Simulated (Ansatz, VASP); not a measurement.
## One calculation of Al7N8 (a cell with a defect), two programs

```
Al N
1.0
    -4.40317    0.00000    4.40317
    -4.40317   -4.40317    0.00000
     0.00000   -4.40317    4.40317
Al N
7 8
Direct
  0.00376 0.99624 0.50376
  0.00376 0.50376 0.99624
  0.00376 0.99624 0.99624
  0.49624 0.50376 0.50376
  0.49624 0.99624 0.50376
  0.49624 0.50376 0.99624
  0.50000 0.00000 0.00000
  0.41126 0.36291 0.36291
  0.37503 0.87503 0.37491
  0.37503 0.37491 0.87503
  0.37503 0.87503 0.87503
  0.86291 0.36291 0.36291
  0.86291 0.91126 0.36291
  0.86291 0.36291 0.91126
  0.87491 0.87503 0.87503
```

Change from the starting cell: Al vacancy, atoms relaxed.

Alike in both runs: functional PBE; k mesh 4 × 4 × 4; occupations gaussian, width 0.05 eV; no spin polarisation.

Ansatz relaxed the structure, and its values are those at the end. VASP's run is a single point on that final structure, the one shown.

|  | VASP | Ansatz |
| --- | --- | --- |
| version | VASP 6.6.1 | Ansatz 0.2.0 |
| potentials or method | VASP PAW PBE potentials, release 64 (Al, N) | scalar-relativistic, plane waves, PAW |
| plane-wave cutoff (eV) | 520 | 420 |
| valence electrons in the cell | 61 | 61 |

|  | VASP | Ansatz | Ansatz less VASP |
| --- | --- | --- | --- |
| gap on the k mesh at the Fermi level (eV) | none | none | - |
| pressure (GPa) | 2.3 | 2.6 | +0.25 |
| rms of the force components (eV/Å) | 0.004 | 0.003 | -0.0009 |

A gap of «none» marks a metal or a gap that the smearing closes. Ansatz warned: «stress_scf_threshold_loose».
